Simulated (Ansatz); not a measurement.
The system is CuO.

```
Cu O
1.0
     0.00000   -2.11656   -2.11656
    -2.11656    0.00000   -2.11656
     2.11656    2.11656   -4.23312
Cu O
2 2
Direct
  0.50389 0.47699 0.48801
  0.00389 0.97699 0.98801
  0.74611 0.77301 0.76199
  0.24611 0.27301 0.26199
```

The cell comes from a database or a generator and needn't be the stable form of this composition.

The cell isn't the ideal one: all O atoms moved 0.2 Å in one direction.

Below is the output of Ansatz 0.2.0 for this cell. Logs are shortened: lines on timing, memory, paths and dates and some standing lists are left out, and cuts for length are marked.

```text
Warning: RAYON_NUM_THREADS=2 ignored (pool sized by the plan → 2); use --threads N
Engine: ansatz 0.2.0, aarch64-unknown-linux-gnu
Pseudopotentials: kind: paw, level: accurate
Pseudopotential: Cu, paw, valence charge 19, recommended cutoff 1050 eV (high), Cu.paw.azcp
Pseudopotential: O, paw, valence charge 6, recommended cutoff 900 eV (normal), O.paw.azcp#accurate
Functional definition: PBE
  parameter kappa = 0.804
  parameter beta = 0.06672455060314922
  exchange = pbe_x(kappa = kappa, mu = beta*pi^2/3)
  correlation = pbe_c(beta = beta)
Crystal: 4 atoms, lattice volume = 37.927 Å³
Basis set: ecut = 1050 eV, 2935 PW (Γ), exchange–correlation on 64×64×120 points (8 copies of the dense FFT grid, shifted against one another)
Bands: 30, of which v1, the nominal top of the filled ones, is band 25 counted from 1 (24 counted from 0)
Symmetry: 2 space group operations
Space group: P1 (ITA 1), of the structure as read, at distance tolerance 3.4e-5 Å
k-points: 304 of 600 (time reversal used)
Non-local potential: Cu, projectors of the file, l = 0: 3, l = 1: 3, l = 2: 3, l = 3: 1, l = 4: 1
Non-local potential: O, projectors of the file, l = 0: 2, l = 1: 2, l = 2: 2, l = 3: 1
PAW form: soft (Blöchl's): semilocal exchange-correlation on the pseudo side does not see the compensation charge
PAW one-centre angular grid: Cu, 590 points (default); XC on 64 Gauss nodes
PAW one-centre angular grid: O, 194 points (default); XC on 64 Gauss nodes
Initial density: superposition of atomic densities (chi_scale 0.1, normalization cell, long waves kept (reshape's long-wave potential 0.00 eV rms))
Initial wavefunctions: pseudopotential atomic-orbital guess
Functional: x = pbe(κ = 0.804, μ = 0.2195149727645171), c = pbe(β = 0.06672455060314922)
SCF iter   1: F=—  HF=-14381.616918 eV  |F-HF|=—  |Δ(HF+E_count)|=         —  Δρ=6.88e-2  dr2=7.48e-1  ethr=3.10e-3  ⟨swp⟩=5.6  Hψ=34955  notcnv=0
[... 89 lines left out ...]
  E_band       = -782.146045
  E_kinetic    = 1607.229432
  E_local      = -10059.020922  (includes V_loc(G=0)·N_el)
  E_nonlocal   = 1047.826763
  E_hartree    = 3647.582633
  E_xc         = -452.567549
  E_vxc        = -568.413152  (∫ρ·V_xc dr)
  E_paw        = -3154.415063  (= ΣΔE_a, less E_core_relax)
  E_vpaw       = -104.933777  (= ΣTr[D̂ρ^β], less what the cores' own moments, if any, meet on the grid)
  E_core_relax = -0.000017  (the energy of the cores' relaxation)
  E_aug_tail   = 0.000346  (compensation charges beyond the density's cutoff)
  E_ewald      = -7018.396989
  E_smearing   = -0.024267  (= −TS)
  E_closure    = 0.000000  (closes the sum)
  Σ components = -14381.785634   (vs F -14381.785634, Δ=0.00e0)
--- Forces (eV/Å), atoms counted from 1 ---
  atom   1  Cu     0.00002754    -0.00003203    -0.00007748
  atom   2  Cu     0.00002754    -0.00003203    -0.00007748
  atom   3  O     -0.00002750     0.00003201     0.00007740
  atom   4  O     -0.00002750     0.00003201     0.00007740
  max |Σ_I F_I| component: 1.48e-7 eV/Å
--- Stress (GPa, compression-positive) ---
       -0.009503       0.001096       0.006471
        0.001096      -0.024312      -0.006071
        0.006471      -0.006071       0.031077
  P = ⅓ Tr σ = -0.0009 GPa (-0.009 kbar)
--- Band table (eV; the first three rows and the last of 304) ---
  k-point 0: bands = ["-98.8642", "-98.8631", "-56.2606", "-56.2501", "-56.2469", "-56.2428", "-56.2408", "-56.2398", "-6.2831", "-5.0156", "5.7864", "8.3380", "8.3475", "10.8129", "10.8145", "10.8280", "10.8595", "10.8733", "10.8754", "11.0748", "11.0784", "11.4352", "11.4355", "11.8581", "13.9663", "13.9823", "14.5883", "18.9320", "22.7402", "26.9016"]
  k-point 1: bands = ["-98.8642", "-98.8632", "-56.2597", "-56.2506", "-56.2466", "-56.2426", "-56.2412", "-56.2403", "-6.2102", "-5.1159", "6.0316", "8.4227", "8.4321", "10.0705", "10.2426", "10.2487", "10.8825", "10.8891", "11.1152", "11.3938", "11.3942", "11.6941", "11.6958", "11.7883", "13.8499", "13.8647", "15.1197", "18.7995", "22.9724", "27.1646"]
  k-point 2: bands = ["-98.8639", "-98.8634", "-56.2574", "-56.2521", "-56.2458", "-56.2426", "-56.2422", "-56.2410", "-6.0038", "-5.3760", "6.7190", "8.6727", "8.6818", "8.9173", "9.6091", "9.6169", "10.9864", "10.9919", "11.2579", "11.2816", "11.2835", "11.6184", "12.3906", "12.3929", "13.5187", "13.5301", "16.2255", "18.2935", "23.7770", "27.1224"]
  k-point 303: bands = ["-98.8629", "-98.8629", "-56.2612", "-56.2612", "-56.2478", "-56.2478", "-56.2446", "-56.2446", "-4.9652", "-4.9652", "6.7843", "6.7843", "8.1778", "8.1778", "8.7915", "8.7915", "11.0058", "11.0058", "11.5184", "11.5184", "11.7553", "11.7553", "12.6685", "12.6685", "12.8044", "12.8044", "20.3803", "20.3803", "22.7241", "22.7241"]
--- Relaxed structure (5 steps of the walk, 5 accepted, 1 SCFs on fresh bases) ---
  F+E_penalty+E_count = -14381.78563363 eV   max|allowed force component| = 7.744e-5 eV/Å   (the final SCF, on the basis selected at the relaxed cell)
  cell:  # Å, volume = 38.2269 Å³
    - [0.00040523919528195066, -2.1243770540674634, -2.1175523911727296]
    - [-2.1232618191735617, 0.00011968157816647223, -2.117266833555614]
    - [2.125184251432137, 2.125442813474692, -4.23657578094797]
  atoms:
    - { symbol: Cu, position: [0.4999977944665273, 0.5000004328029254, 0.49999922591421864] }
    - { symbol: Cu, position: [-2.205533472632304e-6, 1.0000004328029253, 0.9999992259142185] }
    - { symbol: O, position: [0.7500022055334731, 0.7499995671970747, 0.7500007740857815] }
    - { symbol: O, position: [0.25000220553347313, 0.2499995671970748, 0.2500007740857815] }
```

Question: Write the input and the command behind it.

Answer: Relaxation of cell and atoms with PBE, no spin polarisation. The files as run (others can give the same):

input.yaml
```yaml
crystal:
  lattice:
    - [0.0, -2.11656, -2.11656]
    - [-2.11656, 0.0, -2.11656]
    - [2.11656, 2.11656, -4.23312]
  atoms:
    - { symbol: Cu, position: [0.50388754, 0.47698801, 0.4880064] }
    - { symbol: Cu, position: [0.00388754, 0.97698801, 0.9880064] }
    - { symbol: O, position: [0.74611246, 0.77301199, 0.7619936] }
    - { symbol: O, position: [0.24611246, 0.27301199, 0.2619936] }
hamiltonian:
  xc: pbe
  pseudopotentials: { kind: paw, level: accurate }
kpoints:
  mp_grid: { grid: [10, 10, 6] }
scf:
  occupations: { method: fermi_dirac, width: 0.05 }
output:
  forces: true
  stress: true
  eigenvalues: true
relax:
  f_tol: 0.01
  max_steps: 40
  cell: { stress_tol: 0.05 }
```

Potentials or basis: Ansatz PAW earlier set.
The run is started by
```console
$ ansatz run input.yaml --threads 2 --pin off --max-ram 5632MiB --backend cpu --events-out ev --progress --plain --runs-dir out
```

Caveat: the plane-wave basis is chosen anew once the cell has moved, so the energies of steps on either side of that aren't comparable; the run has no spin polarisation, though such a crystal can be magnetic; semilocal functionals often make such compounds metallic where correlation or magnetic order opens a gap, which also shifts bond lengths.
